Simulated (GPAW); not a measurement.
# CdSe (Cadmoselite) (P6_3mc) in GPAW: notebook

One crystal, CdSe (Cadmoselite), is run at these levels: PBE, mBEEF; tasks: band structure.

Everything below comes from runs of GPAW 26.7.0. Logs are shortened: lines on timing, memory, paths and dates and some standing lists are left out, and cuts for length are marked. The log counts tension as positive stress, the text compression.

**The experiment to reproduce.**

From a printed reference work, data compilation, for a bulk crystal of CdSe at 2 K: band gap 1.841 eV.

The runs below are set against these values where they give the same quantity.

## (1) Starting point

It takes space group P6_3mc (No. 186, hexagonal). Conventional cell: a = 4.300 Å, b = 4.300 Å, c = 7.020 Å, α = 90.00°, β = 90.00°, γ = 120.00°. Around Cd (site symmetry 3m) lie 4 Se at 2.61 to 2.70 Å. Se (site symmetry 3m) has 4 Cd at 2.61 to 2.70 Å as nearest neighbours.

## (2) Band structure, PBE

Input file run.py:

```python
from ase.dft.bandgap import bandgap
from ase.io import write
from ase.spacegroup import crystal
from gpaw import GPAW

# Cd 2b
# Se 2b
atoms = crystal(['Cd', 'Se'],
                basis=[[0.6666666667, 0.3333333333, 0.5],
                       [0.6666666667, 0.3333333333, 0.885]],
                spacegroup=186, setting=1,  # P6_3mc
                cellpar=[4.3, 4.3, 7.02, 90.0, 90.0, 120.0],
                primitive_cell=True)

calc = GPAW(mode='lcao',
            h=0.2,
            basis='sz(dzp)',
            xc='PBE',
            kpts={'size': (5, 5, 3), 'gamma': True},
            occupations={'name': 'fermi-dirac', 'width': 0.05},
            convergence={'density': 1e-05, 'energy': 1e-05},
            maxiter=150,
            txt='gpaw.txt')
atoms.calc = calc
energy = atoms.get_potential_energy()
forces = atoms.get_forces()
calc.write('gs.gpw')
write('result.traj', atoms)
print(f'Energy: {energy:.6f} eV')
print('Forces (eV/A):')
print(forces.round(4))
print('Fermi level:', round(calc.get_fermi_level(), 4), 'eV')
print(f'Gap: {bandgap(calc)[0]:.4f} eV, direct: {bandgap(calc, direct=True)[0]:.4f} eV')

path = atoms.cell.bandpath('GMKGALHA,LM,KH', npoints=100, eps=1e-4)
bs_calc = calc.fixed_density(kpts=path, symmetry='off', txt='bands.txt')
bs = bs_calc.band_structure()
bs.write('bs.json')
print(f'Gap on the path: {bandgap(bs_calc)[0]:.4f} eV')
```

Potentials or basis: GPAW PAW data sets (gpaw-data 1.2.1), lcao:sz(dzp).

The run is started by

```
$ OMP_NUM_THREADS=1 python run.py
```

gpaw.txt:

```text
__  _  _
 | _ |_)|_||  |
 |__||  | ||/\| - 26.7.0

Input parameters:
  mode=LCAO(),
  basis={'default': 'sz(dzp)'},
  convergence={'density': 1e-05, 'energy': 1e-05},
  h=0.2,
  kpts=MonkhorstPack(size=(5, 5, 3), gamma=True),
  maxiter=150,
  occupations=Occupations(name='fermi-dirac', width=0.05),
  xc=XC(name='PBE')

            Se

        Se  Cd

        Cd

Atoms  # Å, Bohr magnetons
|   | symbol |         x |        y |        z |    initial magnetic moments |
|---|--------|-----------|----------|----------|-----------------------------|
| 0 |     Cd |  2.150000 | 1.241303 | 3.510000 | ( 0.0000,  0.0000,  0.0000) |
| 1 |     Cd | -0.000000 | 2.482606 | 0.000000 | ( 0.0000,  0.0000,  0.0000) |
| 2 |     Se |  2.150000 | 1.241303 | 6.212700 | ( 0.0000,  0.0000,  0.0000) |
| 3 |     Se | -0.000000 | 2.482606 | 2.702700 | ( 0.0000,  0.0000,  0.0000) |

Unit cell  # Å
| periodic |         x |        y |        z |  lengths |     angles |
|----------|-----------|----------|----------|----------|------------|
|      yes |  4.300000 | 0.000000 | 0.000000 | 4.300000 |  90.000000 |
|      yes | -2.150000 | 3.723909 | 0.000000 | 4.300000 |  90.000000 |
|      yes |  0.000000 | 0.000000 | 7.020000 | 7.020000 | 120.000000 |

Number of symmetries: 6
Symmetry operations  # r_c * U_cc + t_c -> r_c
|   | kind |            matrix            |
|---|------|------------------------------|
| 0 |  σ   |  1, 1, 0,  0,-1, 0,  0, 0, 1 |
| 1 |  E   |  1, 0, 0,  0, 1, 0,  0, 0, 1 |
| 2 |  C3  |  0, 1, 0, -1,-1, 0,  0, 0, 1 |
| 3 |  σ   |  0,-1, 0, -1, 0, 0,  0, 0, 1 |
| 4 |  σ   | -1, 0, 0,  1, 1, 0,  0, 0, 1 |
| 5 |  C3  | -1,-1, 0,  1, 0, 0,  0, 0, 1 |

BZ-sampling:
  Number of BZ points: 75
  Number of IBZ points: 12

  Monkhorst-Pack size: [5, 5, 3]
  Monkhorst-Pack shift: [0, 0, 0]

K-points  # in reciprocal-cell coordinates
|     |                                coordinates |     weight |
|-----|--------------------------------------------|------------|
|   0 | (  0.00000000,   0.00000000,   0.00000000) | 0.01333333 |
|   1 | (  0.00000000,   0.00000000,   0.33333333) | 0.02666667 |
|   2 | (  0.20000000,   0.00000000,  -0.33333333) | 0.08000000 |
|   3 | (  0.20000000,   0.00000000,   0.00000000) | 0.08000000 |
|   4 | (  0.20000000,   0.00000000,   0.33333333) | 0.08000000 |
|   5 | (  0.40000000,  -0.20000000,   0.00000000) | 0.08000000 |
|   6 | (  0.40000000,  -0.20000000,   0.33333333) | 0.16000000 |
|   7 | (  0.40000000,   0.00000000,  -0.33333333) | 0.08000000 |
|   8 | (  0.40000000,   0.00000000,   0.00000000) | 0.08000000 |
|   9 | (  0.40000000,   0.00000000,   0.33333333) | 0.08000000 |
| ... |                                            |            |
|  11 | (  0.40000000,   0.40000000,   0.33333333) | 0.16000000 |

basis functions: 26
Spin-components: 1 (collinear spins)
Bands:           26
Projectors:      22
Spin-degeneracy: 2
Datatype:        <class 'complex'>

Parallelization:
  kpt:    1
  domain: 1
  band:   1

Density:
  Valence electrons: 36.0
  Components: 1
  Grid points: [20 20 36]
  Charge: 0.0  # |e|

Potential:
  Grid points: [20 20 36]

species:
  Cd:
    name:    Cadmium
    Z:       48.0
    valence: 12
    core:    36
    charge:  0.0  # [|e|]
    compensation charges:
      type: gauss
      rc: 0.38  # [Å]
      lmax: 2
    cutoffs:
      filter: 2.12  # [Å]
      core: 2.62  # [Å]
    projectors
    | kind |    occ | energy [eV] | rcut [Å] |
    |------|--------|-------------|----------|
    |   5s |  2.000 |      -5.655 |    1.191 |
    |   5p |  0.000 |      -1.186 |    1.228 |
    |   4d | 10.000 |     -11.739 |    1.164 |
    |    s |        |      21.556 |    1.191 |
    |    p |        |      26.026 |    1.228 |
    |    d |        |      15.473 |    1.164 |

    LCAO basis set for Cd:
      Name: sz(dzp)
      File: <dir>
      Number of radial functions: 3
      Number of spherical harmonics: 9
        l=0, rc=8.5781 Bohr: 5s-sz confined orbital
        l=1, rc=12.6406 Bohr: 5p-sz confined orbital
        l=2, rc=4.9062 Bohr: 4d-sz confined orbital
      Number of RI-basis functions 0

  Se:
    name:    Selenium
    Z:       34.0
    valence: 6
    core:    28
    charge:  0.0  # [|e|]
    compensation charges:
      type: gauss
      rc: 0.27  # [Å]
      lmax: 2
    cutoffs:
      filter: 1.77  # [Å]
      core: 2.67  # [Å]
    projectors
    | kind |    occ | energy [eV] | rcut [Å] |
    |------|--------|-------------|----------|
    |   4s |  2.000 |     -17.277 |    0.847 |
    |   4p |  4.000 |      -6.512 |    1.005 |
    |    s |        |       9.935 |    0.847 |
    |    p |        |      20.699 |    1.005 |
    |    d |        |       0.000 |    0.847 |

    LCAO basis set for Se:
      Name: sz(dzp)
      File: <dir>
      Number of radial functions: 2
      Number of spherical harmonics: 4
        l=0, rc=5.7344 Bohr: 4s-sz confined orbital
        l=1, rc=7.2656 Bohr: 4p-sz confined orbital
      Number of RI-basis functions 0

Reference energy: -436553.300934  # eV

eigensolver:
  <gpaw.new.lcao.eigensolver.LCAOEigensolver object>
density mixing:
  MSR1-Mixer
  Pratt-step length: 0.05
  Maximum mixing coefficient: 0.75
  Old densities: 10
  SVD Regularization: 0.005
  Good broyden scale: 1.0
  Trust region scale: 1.0
  Backstep threshold: 4.0
  History deletion threshold: 6.0
  Fourier metric: weight=20.0, sigma=0.015

occupation numbers:
  Fermi-Dirac:
    width: 0.0500  # eV

FastPoissonSolver using
    Stencil: 8*3+1=25 point O(h^6) finite-difference Laplacian
    FFT axes: [np.int64(0), np.int64(1), np.int64(2)]
    FST axes: []

xc functional:
  name: PBE with 2 nearest neighbor stencil
interpolation: tri-quintic # 5. degree polynomial

            Se

        Se  Cd

        Cd

Atoms  # Å, Bohr magnetons
|   | symbol |         x |        y |        z |    initial magnetic moments |
|---|--------|-----------|----------|----------|-----------------------------|
| 0 |     Cd |  2.150000 | 1.241303 | 3.510000 | ( 0.0000,  0.0000,  0.0000) |
| 1 |     Cd | -0.000000 | 2.482606 | 0.000000 | ( 0.0000,  0.0000,  0.0000) |
| 2 |     Se |  2.150000 | 1.241303 | 6.212700 | ( 0.0000,  0.0000,  0.0000) |
| 3 |     Se | -0.000000 | 2.482606 | 2.702700 | ( 0.0000,  0.0000,  0.0000) |

Unit cell  # Å
| periodic |         x |        y |        z |  lengths |     angles |
|----------|-----------|----------|----------|----------|------------|
|      yes |  4.300000 | 0.000000 | 0.000000 | 4.300000 |  90.000000 |
|      yes | -2.150000 | 3.723909 | 0.000000 | 4.300000 |  90.000000 |
|      yes |  0.000000 | 0.000000 | 7.020000 | 7.020000 | 120.000000 |

Number of symmetries: 6
Symmetry operations  # r_c * U_cc + t_c -> r_c
|   | kind |            matrix            |
|---|------|------------------------------|
| 0 |  σ   |  1, 1, 0,  0,-1, 0,  0, 0, 1 |
| 1 |  E   |  1, 0, 0,  0, 1, 0,  0, 0, 1 |
| 2 |  C3  |  0, 1, 0, -1,-1, 0,  0, 0, 1 |
| 3 |  σ   |  0,-1, 0, -1, 0, 0,  0, 0, 1 |
| 4 |  σ   | -1, 0, 0,  1, 1, 0,  0, 0, 1 |
| 5 |  C3  | -1,-1, 0,  1, 0, 0,  0, 0, 1 |

BZ-sampling:
  Number of BZ points: 75
  Number of IBZ points: 12

  Monkhorst-Pack size: [5, 5, 3]
  Monkhorst-Pack shift: [0, 0, 0]

K-points  # in reciprocal-cell coordinates
|     |                                coordinates |     weight |
|-----|--------------------------------------------|------------|
|   0 | (  0.00000000,   0.00000000,   0.00000000) | 0.01333333 |
|   1 | (  0.00000000,   0.00000000,   0.33333333) | 0.02666667 |
|   2 | (  0.20000000,   0.00000000,  -0.33333333) | 0.08000000 |
|   3 | (  0.20000000,   0.00000000,   0.00000000) | 0.08000000 |
|   4 | (  0.20000000,   0.00000000,   0.33333333) | 0.08000000 |
|   5 | (  0.40000000,  -0.20000000,   0.00000000) | 0.08000000 |
|   6 | (  0.40000000,  -0.20000000,   0.33333333) | 0.16000000 |
|   7 | (  0.40000000,   0.00000000,  -0.33333333) | 0.08000000 |
|   8 | (  0.40000000,   0.00000000,   0.00000000) | 0.08000000 |
|   9 | (  0.40000000,   0.00000000,   0.33333333) | 0.08000000 |
| ... |                                            |            |
|  11 | (  0.40000000,   0.40000000,   0.33333333) | 0.16000000 |

basis functions: 26
Spin-components: 1 (collinear spins)
Bands:           26
Projectors:      22
Spin-degeneracy: 2
Datatype:        <class 'complex'>

Parallelization:
  kpt:    1
  domain: 1
  band:   1

Density:
  Valence electrons: 36.0
  Components: 1
  Grid points: [20 20 36]
  Charge: 0.0  # |e|

Potential:
  Grid points: [20 20 36]

species:
  Cd:
    name:    Cadmium
    Z:       48.0
    valence: 12
    core:    36
    charge:  0.0  # [|e|]
    compensation charges:
      type: gauss
      rc: 0.38  # [Å]
      lmax: 2
    cutoffs:
      filter: 2.12  # [Å]
      core: 2.62  # [Å]
    projectors
    | kind |    occ | energy [eV] | rcut [Å] |
    |------|--------|-------------|----------|
    |   5s |  2.000 |      -5.655 |    1.191 |
    |   5p |  0.000 |      -1.186 |    1.228 |
    |   4d | 10.000 |     -11.739 |    1.164 |
    |    s |        |      21.556 |    1.191 |
    |    p |        |      26.026 |    1.228 |
    |    d |        |      15.473 |    1.164 |

    LCAO basis set for Cd:
      Name: sz(dzp)
      File: <dir>
      Number of radial functions: 3
      Number of spherical harmonics: 9
        l=0, rc=8.5781 Bohr: 5s-sz confined orbital
        l=1, rc=12.6406 Bohr: 5p-sz confined orbital
        l=2, rc=4.9062 Bohr: 4d-sz confined orbital
      Number of RI-basis functions 0

  Se:
    name:    Selenium
    Z:       34.0
    valence: 6
    core:    28
    charge:  0.0  # [|e|]
    compensation charges:
      type: gauss
      rc: 0.27  # [Å]
      lmax: 2
    cutoffs:
      filter: 1.77  # [Å]
      core: 2.67  # [Å]
    projectors
    | kind |    occ | energy [eV] | rcut [Å] |
    |------|--------|-------------|----------|
    |   4s |  2.000 |     -17.277 |    0.847 |
    |   4p |  4.000 |      -6.512 |    1.005 |
    |    s |        |       9.935 |    0.847 |
    |    p |        |      20.699 |    1.005 |
    |    d |        |       0.000 |    0.847 |

    LCAO basis set for Se:
      Name: sz(dzp)
      File: <dir>
      Number of radial functions: 2
      Number of spherical harmonics: 4
        l=0, rc=5.7344 Bohr: 4s-sz confined orbital
        l=1, rc=7.2656 Bohr: 4p-sz confined orbital
      Number of RI-basis functions 0

Reference energy: -436553.300934  # eV

eigensolver:
  <gpaw.new.lcao.eigensolver.LCAOEigensolver object>
density mixing:
  MSR1-Mixer
  Pratt-step length: 0.05
  Maximum mixing coefficient: 0.75
  Old densities: 10
  SVD Regularization: 0.005
  Good broyden scale: 1.0
  Trust region scale: 1.0
  Backstep threshold: 4.0
  History deletion threshold: 6.0
  Fourier metric: weight=20.0, sigma=0.015

occupation numbers:
  Fermi-Dirac:
    width: 0.0500  # eV

FastPoissonSolver using
    Stencil: 8*3+1=25 point O(h^6) finite-difference Laplacian
    FFT axes: [np.int64(0), np.int64(1), np.int64(2)]
    FST axes: []

xc functional:
  name: PBE with 2 nearest neighbor stencil
interpolation: tri-quintic # 5. degree polynomial

convergence criteria:
- Maximum integral of absolute [dens]ity change: 1e-05 electrons / valence electron
- Maximum [total energy] change in last 3 cyles: 1e-05 eV / valence electron
- Maximum integral of absolute [eigenst]ate change: 4e-08 eV^2 / valence electron
maximum number of iterations: 150

SCF iterations
|iter     | |      energy | eigst |  dens |
|---------|-|-------------|-------|-------|
|iter:   1| |   -9.035483 |      c|       |
|iter:   2| |   -9.008140 |      c| -1.29 |
|iter:   3| |   -8.854221 |      c| -1.32 |
|iter:   4| |   -8.848706 |      c| -1.92 |
|iter:   5| |   -8.848491 |      c| -2.60 |
|iter:   6| |   -8.848484c|      c| -3.83 |
|iter:   7| |   -8.848484c|      c| -4.81 |
|iter:   8| |   -8.848484c|      c| -5.70c|

Converged in 8 steps
Energy contributions relative to reference atoms: (reference = -436553.300934)

Energy contributions:
  Kinetic:          81.533933
  Coulomb:         -71.891573
  Zero:              0.240498
  External:          0.000000
  Xc:              -18.731332
  Entropy:          -0.000021
  Spinorbit:         0.000000
  ----------------------------
  Free energy:      -8.848495
  Extrapolated:     -8.848484

dipole moment: (-0.000000, 0.000000, -17.957841)  # |e|*Ang

Fermi level: 4.040
Eigenvalues  # (at kpt = [0.000, 0.000, 0.000])
| band index |      eig [eV] | occ [0-2] |
|------------|---------------|-----------|
|          0 |        -9.039 |     2.000 |
|        ... |               |           |
|         10 |        -3.365 |     2.000 |
|         11 |        -3.111 |     2.000 |
|         12 |        -0.585 |     2.000 |
|         13 |         2.912 |     2.000 |
|         14 |         2.913 |     2.000 |
|         15 |         3.631 |     1.999 |
[... 8 lines left out ...]
|         24 |        11.976 |     0.000 |
|         25 |        11.977 |     0.000 |

Gap: 0.756 eV
Transition (v -> c):
  (s=0, k=0, n=17, [0.00, 0.00, 0.00]) -> (s=0, k=0, n=18, [0.00, 0.00, 0.00])
No difference between direct/indirect transitions

Forces  # eV/Ang
|        x |        y |        z |
|----------|----------|----------|
| -0.00000 |  0.00000 |  0.35189 |  # Cd   0
| -0.00000 | -0.00000 |  0.35190 |  # Cd   1
|  0.00000 |  0.00000 | -0.34625 |  # Se   2
| -0.00000 | -0.00000 | -0.34625 |  # Se   3

# Writing to gs.gpw (mode='')
```

Run time: 27 s. Hardware: 1 thread of Intel Xeon Platinum 8488C (Sapphire Rapids), shared host; peak memory 0.21 GiB.

These settings aren't checked as converged: the numbers below hold their error.

What came out:

| Quantity | Value |
| --- | --- |
| Free energy | -8.8485 eV |
| Largest force | 0.352 eV/Å |
| Band gap on the k mesh | 0.76 eV, direct |
| Band gap along the path | 0.76 eV, direct |

Caveat: the real-space grid adds noise to forces; the basis of atomic orbitals isn't converged, which shifts pressures, moduli and gaps.

[end of part 1 of 2]
